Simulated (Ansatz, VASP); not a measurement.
**BP in VASP and in Ansatz**

```
B P
1.0
     0.00000   -2.26009   -2.26009
     2.26009    0.00000   -2.26009
     2.26009   -2.26009    0.00000
B P
1 1
Cartesian
  0.0000 0.0000 0.0000
  3.3901 -3.3901 -3.3901
```

Alike in both runs: functional PBEsol; k mesh 10 × 10 × 10; occupations gaussian, width 0.02 eV; no spin polarisation.

Ansatz relaxed the structure, and its values are those at the end. VASP's run is a single point on that final structure, the one shown.

|  | VASP | Ansatz |
| --- | --- | --- |
| version | VASP 6.6.1 | Ansatz 0.2.0 |
| potentials or method | VASP PAW PBE potentials, release 64 (B, P) | scalar-relativistic, plane waves, PAW |
| plane-wave cutoff (eV) | 520 | 420 |
| valence electrons in the cell | 8 | 8 |

|  | VASP | Ansatz | Ansatz less VASP |
| --- | --- | --- | --- |
| gap on the k mesh at the Fermi level (eV) | 1.12 | 1.12 | +0.004 |
| least direct gap on the mesh (eV) | 3.37 | 3.38 | +0.006 |
| pressure (GPa) | 0.1 | 0.0 | -0.10 |

With one functional, cell and mesh, what is left measures potentials, basis and numerics.

Caveats: the PAW data sets were made with another functional, which shifts forces and pressure a little (VASP). Expect the measured gap to be larger: semilocal functionals such as PBEsol lack the derivative discontinuity. A k mesh can miss the band edges.
